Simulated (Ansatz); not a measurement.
Ansatz input

```yaml
crystal:
  lattice:
    - [-1.9996296966, 1.9996296966, 1.9996296966]
    - [1.9996296966, -1.9996296966, 1.9996296966]
    - [1.9996296966, 1.9996296966, -1.9996296966]
  atoms:
    - { symbol: Lu, position: [0.0, 0.0, 0.0] }
hamiltonian:
  xc: revpbe
  pseudopotentials:
    kind: paw
    azcp:
      Lu: "pseudopotentials/Lu.paw.azcp"
basis:
  ecutwfc: 420
  fft_grid_basis: typed
kpoints:
  mp_grid: { grid: [13, 13, 13], shift: [0, 0, 0] }
magnetization:
  spin_polarized: false
scf:
  occupations: { method: fermi_dirac, width: 0.1 }
  lower_state_search: "off"
output:
  stress: true
```

Terminal output

```
Engine: ansatz 0.2.0, aarch64-unknown-linux-gnu
Pseudopotentials: kind: paw
Pseudopotential: Lu, paw, valence charge 25, recommended cutoff 420 eV (normal) 
Functional definition: revPBE
  parameter kappa = 1.245
  parameter beta = 0.06672455060314922
  exchange = pbe_x(kappa = kappa, mu = beta*pi^2/3)
  correlation = pbe_c(beta = beta)
Crystal: 1 atoms, lattice volume = 31.982 Å³
Basis set: ecut = 420 eV, 627 PW (Γ)
Bands: 17, of which v1, the nominal top of the filled ones, is band 13 counted from 1 (12 counted from 0)
Symmetry: 48 space group operations
Space group: Im-3m (ITA 229), of the structure as read, at distance tolerance 3.2e-5 Å
k-points: 84 of 2197
Non-local potential: Lu, projectors of the file, l = 0: 3, l = 1: 2, l = 2: 2, l = 3: 3
PAW form: soft (Blöchl's): semilocal exchange-correlation on the pseudo side does not see the compensation charge
PAW frozen core: Lu, regenerated for the run's functional, and the local potential with it (the file was generated under x = pbe(κ = 0.804, μ = 0.2195149727645171), c = pbe(β = 0.06672455060314922))
PAW one-centre angular grid: Lu, 590 points (default); XC on 64 Gauss nodes
Initial density: superposition of atomic densities (neutral atoms: chi_scale 0, normalization atom), corrected by the library's trained network
Initial wavefunctions: pseudopotential atomic-orbital guess
Functional: x = revpbe(κ = 1.245, μ = 0.2195149727645171), c = pbe(β = 0.06672455060314922)
SCF iter   1: F=—  HF=-14741.094226 eV  |F-HF|=—  |Δ(HF+E_count)|=         —  Δρ=2.76e-3  dr2=1.55e-3  ethr=1.77e-3  ⟨swp⟩=5.2  Hψ=7735  notcnv=0
SCF iter   2: F=—  HF=-14741.092839 eV  |F-HF|=—  |Δ(HF+E_count)|=   1.39e-3  Δρ=1.84e-3  dr2=9.56e-4  ethr=6.21e-6  ⟨swp⟩=3.3  Hψ=4255  notcnv=0
SCF iter   3: F=—  HF=-14741.091409 eV  |F-HF|=—  |Δ(HF+E_count)|=   1.43e-3  Δρ=1.40e-3  dr2=5.16e-4  ethr=3.82e-6  ⟨swp⟩=3.3  Hψ=3046  notcnv=0
SCF iter   4: F=—  HF=-14741.091458 eV  |F-HF|=—  |Δ(HF+E_count)|=   4.91e-5  Δρ=9.08e-4  dr2=1.97e-4  ethr=2.07e-6  ⟨swp⟩=3.0  Hψ=3109  notcnv=0
SCF iter   5: F=—  HF=-14741.091525 eV  |F-HF|=—  |Δ(HF+E_count)|=   6.65e-5  Δρ=1.82e-4  dr2=6.89e-6  ethr=7.87e-7  ⟨swp⟩=2.5  Hψ=2504  notcnv=0
SCF iter   6: F=—  HF=-14741.091490 eV  |F-HF|=—  |Δ(HF+E_count)|=   3.52e-5  Δρ=9.54e-5  dr2=1.06e-6  ethr=2.76e-8  ⟨swp⟩=3.3  Hψ=3274  notcnv=0
SCF iter   7: F=—  HF=-14741.091457 eV  |F-HF|=—  |Δ(HF+E_count)|=   3.31e-5  Δρ=2.34e-5  dr2=9.20e-8  ethr=4.00e-10  ⟨swp⟩=5.8  Hψ=10142  notcnv=0
SCF iter   8: F=-14741.091456 eV  HF=-14741.091456 eV  |F-HF|=8.37e-9  |Δ(HF+E_count)|=   9.56e-7  Δρ=3.14e-6  dr2=1.99e-9  ethr=3.68e-10  ⟨swp⟩=6.5  Hψ=6903  notcnv=0
SCF 1 converged in 8 iterations: F = -14741.091456 eV  dr2 = 1.99e-9
SCF converged after 8 iterations
Free energy (F): -14741.091456 eV
Harris-Foulkes:  -14741.091456 eV  (|F-HF|=8.37e-9)
Internal energy: -14741.018137 eV  (E = F + TS)
E sigma→0 (E₀):  -14741.054796 eV
Entropy (-TS):   -0.073319 eV (-73.319 meV/atom)
Fermi energy:    12.530935 eV
--- Per-component energies (eV) ---
  E_band       = -42.919384
  E_kinetic    = 415.490761
  E_local      = -6943.744338  (includes V_loc(G=0)·N_el)
  E_nonlocal   = 575.839500
  E_hartree    = 2906.248723
  E_xc         = -217.195959
  E_vxc        = -256.443732  (∫ρ·V_xc dr)
  E_paw        = -7382.746942  (= ΣΔE_a)
  E_vpaw       = 353.437078  (= ΣTr[D̂ρ^β])
  E_aug_tail   = 0.000037  (compensation charges beyond the density's cutoff)
  E_ewald      = -4094.794993
  E_core_change = -0.114926  (= ΣΔE_core)
  E_smearing   = -0.073319  (= −TS)
  E_closure    = 0.000000  (closes the sum)
  Σ components = -14741.091456   (vs F -14741.091456, Δ=0.00e0)
--- Stress (GPa, compression-positive) ---
       -1.494226       0.000000      -0.000000
       -0.000000      -1.494226       0.000000
        0.000000      -0.000000      -1.494226
  P = ⅓ Tr σ = -1.4942 GPa (-14.942 kbar)
```
